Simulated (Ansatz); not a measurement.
# MgO: the band gap up the ladder of functionals

One table from this session's results is given with a row withheld; the runs are named, their logs left out.

The runs shown are made with Ansatz 0.2.0. PAW datasets, plane waves. The calculation is spin-unpolarised, and the structure need not be a phase that has been made.

### The structure to begin with

The cell was relaxed beforehand with r2SCAN.

It is hexagonal, P6_3/mmc (No. 194); conventional cell a = 3.484 Å, c = 4.185 Å, 11.00 Å³ an atom. Around Mg lie 5 O at 2.01–2.09 Å; around O lie 5 Mg at 2.01–2.09 Å.

As a file:

```cif
data_structure
_symmetry_space_group_name_H-M 'P6_3/mmc'
_symmetry_Int_Tables_number 194
_cell_length_a 3.4840
_cell_length_b 3.4840
_cell_length_c 4.1853
_cell_angle_alpha 90.000
_cell_angle_beta 90.000
_cell_angle_gamma 120.000
_cell_volume 44.00
loop_
_atom_site_label
_atom_site_type_symbol
_atom_site_symmetry_multiplicity
_atom_site_Wyckoff_symbol
_atom_site_fract_x
_atom_site_fract_y
_atom_site_fract_z
_atom_site_occupancy
Mg1 Mg 2 c 0.33333 0.66667 0.25000 1
O1 O 2 d 0.66667 0.33333 0.25000 1
```

The first run:

input.yaml

```yaml
crystal:
  lattice:
    - [3.48401978, 0.0, 0.0]
    - [-1.74200989, 3.0172496368, 0.0]
    - [0.0, 0.0, 4.1853204555]
  atoms:
    - { symbol: Mg, position: [0.3333333333, 0.6666666667, 0.25] }
    - { symbol: Mg, position: [0.6666666667, 0.3333333333, 0.75] }
    - { symbol: O, position: [0.6666666667, 0.3333333333, 0.25] }
    - { symbol: O, position: [0.3333333333, 0.6666666667, 0.75] }
kpoints:
  mp_grid: { grid: [12, 12, 6] }
  band_path:
    path:
      - [[0.0, 0.0, 0.0], [0.5, -3.984735474205e-18, 0.0], [0.3333333333333, 0.3333333333333, 0.0], [0.0, 0.0, 0.0], [0.0, 0.0, 0.5], [0.5, -3.984735474205e-18, 0.5], [0.3333333333333, 0.3333333333333, 0.5], [0.0, 0.0, 0.5]]
      - [[0.5, -3.984735474205e-18, 0.5], [0.5, -3.984735474205e-18, 0.0]]
      - [[0.3333333333333, 0.3333333333333, 0.5], [0.3333333333333, 0.3333333333333, 0.0]]
    npoints: 10
hamiltonian:
  xc: pbe
scf:
  occupations: { method: fermi_dirac, width: 0.02 }
  n_extra_bands: 5
output:
  forces: true
  stress: true
  eigenvalues: true
  write_density: true
  write_potential: true
  elf: true
  volumetric_format: npy
```

Command:

```bash
ansatz run input.yaml --threads 2 --pin off --max-ram 2211MiB --backend cpu --events-out ev --progress --plain --runs-dir out
```

Steps of the session up to this table: Band structure with PBE; r2SCAN; HSE06; Single point with PBE0; Single point with LDA; One-shot GW from PBE; G0W0 on PBE; DDH-PBE0; LC-ωPBE; Hartree-Fock at the same geometry.

One of the session's tables, all rows but one given; the rest of the session is left out.

```
                     level  gap (eV)
                       PBE      3.45
                    r2SCAN      4.09
                     HSE06      5.05
                      PBE0      5.76
                       LDA      3.33
G0W0@PBE (131 empty bands)      5.48
G0W0@PBE (326 empty bands)      5.72
                  DDH-PBE0      6.55
                   LC-ωPBE     10.41
              Hartree-Fock         ?
```

**Question.** Estimate the row for Hartree-Fock.

**Answer.** gap (eV): 13.47. In the column «gap (eV)» it is the highest.

Meshes: PBE 12×12×6, r2SCAN 12×12×6, HSE06 6×6×4, PBE0 6×6×4, LDA 12×12×6, DDH-PBE0 6×6×4, LC-ωPBE 6×6×4, Hartree-Fock 6×6×4.

The gap runs from 3.33 eV (LDA) to 13.47 eV (Hartree-Fock). Against G0W0@PBE, PBE is short by 2.27 eV, at 60 % of it, and r2SCAN 72 %. PBE0 lies 0.71 eV above HSE06, which differs from it by screening the long-range exchange. Hartree-Fock lies above G0W0@PBE by 7.7 eV. G0W0 here is at a finite number of bands, screening cutoff and k mesh, not at the basis limit.

Caveats from the session: Warnings in the runs' records: stress scf threshold loose, stress exchange threshold loose.
